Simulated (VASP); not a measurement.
Wanted: the native input for a VASP 6.6.1 run.

* Task: single point
* Functional: PBE
* Potentials or basis: VASP PAW PBE potentials, release 64 (Hf_pv)
* Cutoff: 520 eV
* k mesh: 7 × 7 × 1
* Occupations: fermi-dirac, width 0.05 eV
* Spin: no spin polarisation
* Hubbard terms: Hf d U = 5 eV
* Dipole correction: yes
* Further INCAR settings: ALGO = Fast; EDIFF = 1e-06

The structure of Hf lies in POSCAR:

```
Hf
1.0
    3.1966985242      0.0000000000      0.0000000000
   -1.5983492621      2.7684221302      0.0000000000
    0.0000000000      0.0000000000     30.1734000000
Hf
7
Direct
    0.6666666667      0.3333333334      0.2485633041
    0.3333333333      0.6666666666      0.3323755361
    0.6666666667      0.3333333334      0.4161877680
    0.3333333333      0.6666666666      0.5000000000
    0.6666666667      0.3333333334      0.5838122320
    0.3333333333      0.6666666666      0.6676244639
    0.6666666667      0.3333333334      0.7514366959
```

The slab is cut from a database's or a generator's crystal, which needn't be the stable form of the element.

These files were run (other wordings do the same):

INCAR

```
  ALGO = Fast
  DIPOL = 0.5 0.5 0.500
  EDIFF = 1E-6
  ENCUT = 520
  GGA = PE
  IDIPOL = 3
  ISIF = 2
  ISMEAR = -1
  LASPH = T
  LCHARG = T
  LDAU = T
  LDAUJ = 0
  LDAUL = 2
  LDAUPRINT = 1
  LDAUTYPE = 2
  LDAUU = 5
  LDIPOL = T
  LELF = T
  LMAXMIX = 4
  LREAL = F
  LVACPOTAV = T
  LVHAR = T
  LWAVE = F
  NELM = 60
  PREC = Accurate
  SIGMA = 0.05
```

KPOINTS

```
k-points
0
Gamma
  7 7 1
```

Potentials or basis: VASP PAW PBE potentials, release 64 (Hf_pv).

The run is started by

```bash
$ cat potpaw_PBE.64/Hf_pv/POTCAR > POTCAR
$ mpirun -np 1 vasp_std > vasp.out
```

Results of the run:

```json
{
 "Largest force": "0.532 eV/Å",
 "Band gap on the k mesh": "none (metal or under the smearing width)",
 "Work function of the upper face": "4.54 eV",
 "Work function of the lower face": "4.54 eV"
}
```

Caveat: U without spin polarisation on a metal has little footing; the U is typed as a test and isn't derived for this compound.

Wall time 2.6 min on 1 thread of Intel(R) Xeon(R) 6975P-C (Granite Rapids), with other jobs on the host, peak memory 0.38 GiB.
